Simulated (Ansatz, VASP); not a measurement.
# One calculation of AlN, two programs

INCAR

```
SYSTEM = AlN
  PREC = Accurate
  ENCUT = 520
  EDIFF = 1E-6
  ISMEAR = -1
  SIGMA = 0.02
  LREAL = .FALSE.
  LASPH = .TRUE.
  NELM = 100
  ALGO = Normal
  ISIF = 2
  LWAVE = .FALSE.
  LCHARG = .TRUE.
  GGA = PE
  LELF = .TRUE.
  LVHAR = .TRUE.
  NBANDS = 11
```

Contents of KPOINTS:

```
Automatic mesh
0
G
  10 10 10
  0 0 0
```

Contents of POSCAR:

```
AlN
1.0
    0.0000000000      1.9910997195      1.9910997195
    1.9910997195      0.0000000000      1.9910997195
    1.9910997195      1.9910997195      0.0000000000
Al N
1 1
Direct
    0.0000000000      0.0000000000      0.0000000000
    0.5000000000      0.5000000000      0.5000000000
```

Input for Ansatz:

```yaml
crystal:
  lattice:
    - [0.0, 1.9910997195, 1.9910997195]
    - [1.9910997195, 0.0, 1.9910997195]
    - [1.9910997195, 1.9910997195, 0.0]
  atoms:
    - { symbol: Al, position: [0.0, 0.0, 0.0] }
    - { symbol: "N", position: [0.5, 0.5, 0.5] }
kpoints:
  mp_grid: { grid: [10, 10, 10] }
  band_path:
    path:
      - [0.0, 0.0, 0.0]
      - [0.5, 0.0, 0.5]
      - [0.625, 0.25, 0.625]
      - [0.375, 0.375, 0.75]
      - [0.0, 0.0, 0.0]
      - [0.5, 0.5, 0.5]
      - [0.5, 0.25, 0.75]
      - [0.5, 0.0, 0.5]
    npoints: 5
scf:
  occupations: { method: fermi_dirac, width: 0.02 }
hamiltonian:
  xc: pbe
  pseudopotentials: { kind: all_electron, lapw: { basis_error: 0.001 } }
output:
  forces: true
  stress: true
  eigenvalues: true
```

Change from the starting cell: volume scaled by 1.02.

Alike in both runs: task single point; functional PBE; k mesh 10 × 10 × 10; occupations fermi-dirac, width 0.02 eV; no spin polarisation.

```csv
,VASP,Ansatz
version,VASP 6.6.1,Ansatz 0.2.0
potentials or method,"VASP PAW PBE potentials, release 64 (Al, N)","all-electron LAPW, scalar-relativistic"
plane-wave cutoff (eV),520,see its input
```

Ansatz gave:

```
gap on the k mesh at the Fermi level (eV) : 5.07
pressure (GPa)                            : 18.9
```

Question: Which values does VASP return?

Answer: gap on the k mesh at the Fermi level (eV): 5.06; pressure (GPa): 18.6.

Ansatz ran all-electron here, so the differences hold the error of VASP's frozen core and of both bases.

Caveats: so large a pressure means that the cell lies far from this level's equilibrium, or that cutoff or potentials fall short (VASP). A k mesh can miss the band edges.
